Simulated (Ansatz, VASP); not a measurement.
# One calculation of ZnS (Wurtzite-2H), two programs

```xyz
4
Lattice="3.8110 0.0000 0.0000 -1.9055 3.3004 0.0000 0.0000 0.0000 6.2340" Properties=species:S:1:pos:R:3 pbc="T T T"
Zn    1.9055    1.1001    3.1170
Zn    0.0000    2.2003    0.0000
S     1.9055    1.1001    5.5171
S     0.0000    2.2003    2.4001
```

Alike in both runs: task band structure; functional RPBE; k mesh 8 × 8 × 5; occupations fermi-dirac, width 0.05 eV; no spin polarisation.

|  | VASP | Ansatz |
| --- | --- | --- |
| version | VASP 6.6.1 | Ansatz 0.2.0 |
| potentials or method | VASP PAW PBE potentials, release 64 (Zn, S) | Ansatz PAW |
| plane-wave cutoff (eV) | 520 | 420 |
| valence electrons in the cell | 36 | 36 |

Ansatz gave:

- gap on the k mesh at the Fermi level (eV): 2.42
- least direct gap on the mesh (eV): 2.42
- gap along the band path (eV): 2.42
- pressure (GPa): 4.9
- largest component of the traceless stress (GPa): 1.47
- rms of the force components (eV/Å): 0.188

Estimate VASP's values.

gap on the k mesh at the Fermi level (eV): 2.42; least direct gap on the mesh (eV): 2.42; gap along the band path (eV): 2.42; pressure (GPa): 5.6; largest component of the traceless stress (GPa): 1.49; rms of the force components (eV/Å): 0.190.

Atom by atom the forces differ by 0.002 eV/Å (rms over components).

Caveats: the PAW data sets were made with another functional, which shifts forces and pressure a little (VASP); the PAW data sets come from PBE, with cores solved anew for the run's functional, which leaves a small shift of forces and pressure (Ansatz). As with any semilocal functional, this RPBE gap is likely too small.
